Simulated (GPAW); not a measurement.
# BN (R3m) in GPAW: further runs, part 2 of 2

GPAW 26.7.0. Earlier steps stand in the parts before.

**4. Relaxation of cell and atoms, LDA**

Input file run.py:

```python
from ase.filters import FrechetCellFilter
from ase.io import read, write
from ase.optimize import BFGS
from gpaw import GPAW, PW

atoms = read('BN.xyz')

calc = GPAW(mode=PW(800),
            xc='LDA',
            kpts={'size': (9, 9, 9), 'gamma': True},
            occupations={'name': 'fermi-dirac', 'width': 0.05},
            nbands=11,
            convergence={'density': 1e-06, 'energy': 1e-06, 'eigenstates': 1e-10},
            maxiter=150,
            txt='gpaw.txt')
atoms.calc = calc
opt = BFGS(FrechetCellFilter(atoms), trajectory='relax.traj', logfile='-')
done = opt.run(fmax=0.02, steps=100)
calc.write('gs.gpw')
write('result.traj', atoms)
print('Converged:', done)
print('Cell:', atoms.cell.cellpar().round(4))
print('Volume:', round(atoms.get_volume(), 4))
print(atoms.get_scaled_positions().round(5))
```

Input file BN.xyz:

```xyz
2
Lattice="1.2511217832 0.7223354983 3.3729344033 -1.2511217832 0.7223354983 3.3729344033 0.0000000000 -1.4446709966 3.3729344033" Properties=species:S:1:pos:R:3 pbc="T T T"
N      0.0000000000      0.0000000000      6.7516520399
B      0.0000000000      0.0000000000      0.0033270625
```

Potentials or basis: the program's PAW data sets (release 1.2.1) made for this functional, pw.

The run is started by

```console
OMP_NUM_THREADS=1 python run.py
```

gpaw.txt:

```text
__  _  _
 | _ |_)|_||  |
 |__||  | ||/\| - 26.7.0

Input parameters:
  mode=PW(ecut=800.0),
  convergence={'density': 1e-06, 'energy': 1e-06, 'eigenstates': 1e-10},
  kpts=MonkhorstPack(size=(9, 9, 9), gamma=True),
  maxiter=150,
  nbands=11,
  occupations=Occupations(name='fermi-dirac', width=0.05),
  xc=XC(name='LDA')

Diagonalizing LCAO Hamiltonian
Converting LCAO to pw mode

       N

       B

Atoms  # Å, Bohr magnetons
|   | symbol |        x |        y |        z |    initial magnetic moments |
|---|--------|----------|----------|----------|-----------------------------|
| 0 |      N | 0.000000 | 0.000000 | 6.751652 | ( 0.0000,  0.0000,  0.0000) |
| 1 |      B | 0.000000 | 0.000000 | 0.003327 | ( 0.0000,  0.0000,  0.0000) |

Unit cell  # Å
| periodic |         x |         y |        z |  lengths |    angles |
|----------|-----------|-----------|----------|----------|-----------|
|      yes |  1.251122 |  0.722335 | 3.372934 | 3.669300 | 39.871987 |
|      yes | -1.251122 |  0.722335 | 3.372934 | 3.669300 | 39.871987 |
|      yes |  0.000000 | -1.444671 | 3.372934 | 3.669300 | 39.871987 |
[... 189 lines left out ...]
Gap: 4.205 eV
Transition (v -> c):
  (s=0, k=22, n=3, [0.33, 0.00, -0.33]) -> (s=0, k=50, n=4, [0.44, 0.00, -0.44])
Direct/indirect transitions are different
Direct gap: 4.565 eV
Transition at: (s=0, k=22, n=3, [0.33, 0.00, -0.33])

Stress tensor  # eV/Ang^3
|         x |        y |         z |
|-----------|----------|-----------|
|  0.040721 | 0.000000 | -0.000000 |
|  0.000000 | 0.040721 |  0.000000 |
| -0.000000 | 0.000000 |  0.012070 |

Forces  # eV/Ang
|       x |        y |        z |
|---------|----------|----------|
| 0.00000 |  0.00000 | -0.00256 |  # N    0
| 0.00000 | -0.00000 |  0.00257 |  # B    1
[... 5 lines left out ...]
       B

Atoms  # Å, Bohr magnetons
|   | symbol |        x |         y |        z |    initial magnetic moments |
|---|--------|----------|-----------|----------|-----------------------------|
| 0 |      N | 0.000000 |  0.000000 | 6.746295 | ( 0.0000,  0.0000,  0.0000) |
| 1 |      B | 0.000000 | -0.000000 | 0.003361 | ( 0.0000,  0.0000,  0.0000) |

Unit cell  # Å
| periodic |         x |         y |        z |  lengths |    angles |
|----------|-----------|-----------|----------|----------|-----------|
|      yes |  1.247798 |  0.720417 | 3.370276 | 3.665346 | 39.806301 |
|      yes | -1.247798 |  0.720417 | 3.370276 | 3.665346 | 39.806301 |
|      yes |  0.000000 | -1.440834 | 3.370276 | 3.665346 | 39.806301 |
[... 187 lines left out ...]
Gap: 4.219 eV
Transition (v -> c):
  (s=0, k=22, n=3, [0.33, 0.00, -0.33]) -> (s=0, k=50, n=4, [0.44, 0.00, -0.44])
Direct/indirect transitions are different
Direct gap: 4.584 eV
Transition at: (s=0, k=22, n=3, [0.33, 0.00, -0.33])

Stress tensor  # eV/Ang^3
|         x |         y |        z |
|-----------|-----------|----------|
|  0.023090 | -0.000000 | 0.000000 |
| -0.000000 |  0.023090 | 0.000000 |
|  0.000000 |  0.000000 | 0.012047 |

Forces  # eV/Ang
|       x |       y |        z |
|---------|---------|----------|
| 0.00000 | 0.00000 | -0.00168 |  # N    0
| 0.00000 | 0.00000 |  0.00169 |  # B    1

Interpolating wave functions to new cell

       N
[... 663 lines left out ...]
Stress tensor  # eV/Ang^3
|         x |         y |         z |
|-----------|-----------|-----------|
| -0.025900 | -0.000000 | -0.000000 |
| -0.000000 | -0.025900 |  0.000000 |
| -0.000000 |  0.000000 |  0.004954 |

Forces  # eV/Ang
|        x |       y |        z |
|----------|---------|----------|
|  0.00000 | 0.00000 |  0.02340 |  # N    0
| -0.00000 | 0.00000 | -0.02340 |  # B    1

Interpolating wave functions to new cell

       N
[... 444 lines left out ...]
Forces  # eV/Ang
|       x |        y |        z |
|---------|----------|----------|
| 0.00000 |  0.00000 |  0.01818 |  # N    0
| 0.00000 | -0.00000 | -0.01818 |  # B    1

# Writing to gs.gpw (mode='')
```

Run time: 3.6 min. Hardware: 1 thread of Intel Xeon Platinum 8259CL at 2.50GHz (Skylake/Cascade Lake), shared host; peak memory 0.24 GiB.

What came out:

```
Free energy                            : -19.3648 eV
Relaxed volume                         : 8.38 Å³/atom
Relaxed cell                           : a = 3.442 Å, b = 3.442 Å, c = 3.442 Å, α = 42.36°, β = 42.36°, γ = 42.36°
Space group after relaxing (to 0.05 Å) : R3m (No. 160)
Energy gained by relaxing              : 2.0 meV/atom
Ionic steps                            : 7
Pressure after relaxing                : 0.1 GPa
Largest force after relaxing           : 0.018 eV/Å
Band gap on the k mesh                 : 4.12 eV, indirect (least direct gap 4.63 eV)
```

Forces on the atoms (eV/Å):
```
N    0.000  0.000  0.018
B    0.000  0.000 -0.018
```

The path:
| step | energy change (eV) | largest force (eV/Å) | pressure (GPa) | volume (Å³) |
| --- | --- | --- | --- | --- |
| 1 | 0.0000 | 0.0026 | -4.99 | 18.29 |
| 2 | -0.0026 | 0.0017 | -3.11 | 18.18 |
| 3 | -0.0033 | 0.0000 | -0.41 | 18.01 |
| 4 | -0.0033 | 0.0004 | -0.31 | 17.99 |
| 5 | -0.0034 | 0.0234 | 2.50 | 17.03 |
| 6 | -0.0033 | 0.0279 | 1.91 | 16.76 |
| 7 | -0.0041 | 0.0182 | 0.10 | 16.76 |

Final structure:
```
CELL_PARAMETERS angstrom
1.24350 0.71794 3.12806
-1.24350 0.71794 3.12806
0.00000 -1.43587 3.12806
ATOMIC_POSITIONS crystal
N 0.66732 0.66732 0.66732
B 0.00025 0.00025 0.00025
```

Levels at points of the mesh, in eV from the valence-band top:
```tsv
k point	band 1	band 2	band 3	band 4	band 5	band 6	band 7
(0.00, 0.00, 0.00)	-17.73	-3.79	-1.22	-1.22	5.46	11.80	11.80
```

Caveat: later steps reuse the first step's grids; an odd mesh through Γ misses points on the zone boundary, where band edges often lie; the program warned that so skewed a cell can give wrong results.

**5. Single point, PBE**

Input file run.py:

```python
from ase.dft.bandgap import bandgap
from ase.io import write
from ase.spacegroup import crystal
from ase.units import GPa
from gpaw import GPAW, PW

# N 3a
# B 3a
atoms = crystal(['N', 'B'],
                basis=[[0.6666666667, 0.3333333333, 0.0005715333],
                       [0.0, 0.0, 0.0003288]],
                spacegroup=160, setting=1,  # R3m
                cellpar=[2.50224357, 2.50224357, 10.11880321, 90.0, 90.0, 120.0],
                primitive_cell=True)

calc = GPAW(mode=PW(800),
            xc='PBE',
            kpts={'size': (9, 9, 9), 'gamma': True},
            occupations={'name': 'fermi-dirac', 'width': 0.05},
            nbands=11,
            convergence={'density': 1e-05, 'energy': 1e-05},
            maxiter=50,
            txt='gpaw.txt')
atoms.calc = calc
energy = atoms.get_potential_energy()
forces = atoms.get_forces()
stress = atoms.get_stress()
calc.write('gs.gpw')
write('result.traj', atoms)
print(f'Energy: {energy:.6f} eV')
print('Forces (eV/A):')
print(forces.round(4))
print('Stress (GPa):', (stress / GPa).round(3))
print('Fermi level:', round(calc.get_fermi_level(), 4), 'eV')
print(f'Gap: {bandgap(calc)[0]:.4f} eV, direct: {bandgap(calc, direct=True)[0]:.4f} eV')
```

Potentials or basis: GPAW PAW data sets (gpaw-data 1.2.1), pw.

The run is started by

```console
OMP_NUM_THREADS=1 python run.py
```

It took 28 s on 1 thread of Intel Xeon Platinum 8259CL at 2.50GHz (Skylake/Cascade Lake), shared host; peak memory 0.17 GiB.

It converged, with:

| Property | Result |
| --- | --- |
| Free energy | -17.6300 eV |
| Pressure | 2.8 GPa |
| Largest force | 0.004 eV/Å |
| Band gap on the k mesh | 4.38 eV, indirect (least direct gap 4.70 eV) |

Forces on the atoms (eV/Å):
```
N    0.000  0.000 -0.004
B    0.000  0.000  0.003
```

Stress tensor (GPa, compression positive):
```
3.51 0.00 0.00
0.00 3.51 0.00
0.00 0.00 1.45
```

Levels at points of the mesh, in eV from the valence-band top:
```csv
k point,band 2,band 3,band 4,band 5,band 6,band 7
"(0.00, 0.00, 0.00)",-4.18,-1.29,-1.29,5.18,11.70,11.70
```

Caveat: an odd mesh through Γ misses points on the zone boundary, where band edges often lie; the program warned that so skewed a cell can give wrong results. PBE gaps usually lie below the measured ones, often by a third to a half.
